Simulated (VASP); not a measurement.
Runs of VASP 6.6.1 on InAs. Symmetry: F-43m, No. 216, cubic system. Conventional cell: a = 6.036 Å, b = 6.036 Å, c = 6.036 Å, α = 90.00°, β = 90.00°, γ = 90.00°. Around In (site symmetry -43m) lie 4 As at 2.61 Å. As (site symmetry -43m) is surrounded by 4 In at 2.61 Å. 

| task | level | cell | cutoff (eV) | smearing | gap on the mesh (eV) | pressure (GPa) | relaxed volume (Å³/atom) |
| --- | --- | --- | --- | --- | --- | --- | --- |
| relaxation of cell and atoms | TPSS | relaxed | 600 | gaussian 0.05 eV | none | 0.0 | (a) |
| single point | r2SCAN | as given | 520 | fermi-dirac 0.05 eV | (b) | (c) | - |
| relaxation of cell and atoms | r2SCAN+D3(BJ) | relaxed | 600 | gaussian 0.05 eV | 0.16 | 0.0 | 28.08 |
| relaxation of cell and atoms | r2SCAN | relaxed | 600 | gaussian 0.05 eV | 0.08 | 0.0 | 28.51 |

Alike in all rows: potentials or basis VASP PAW PBE potentials, release 64 (In_d, As); no spin polarisation; k mesh 8 × 8 × 8.

Question: Estimate the missing entries.

Answer: (a) 29.29; (b) 0.28; (c) 2.3.

Caveats: the PAW data sets were made with another functional, which shifts forces and pressure a little; spin-orbit coupling is left out, which moves the levels of the heavy elements (some runs); this crystal is a semiconductor, whose small gap the functional closes, so the metal is an error of the method (some runs).

A k mesh can miss the band edges, and the runs leave out spin-orbit coupling on As, In.

A gap of «none» marks a metal or a gap under the smearing width.
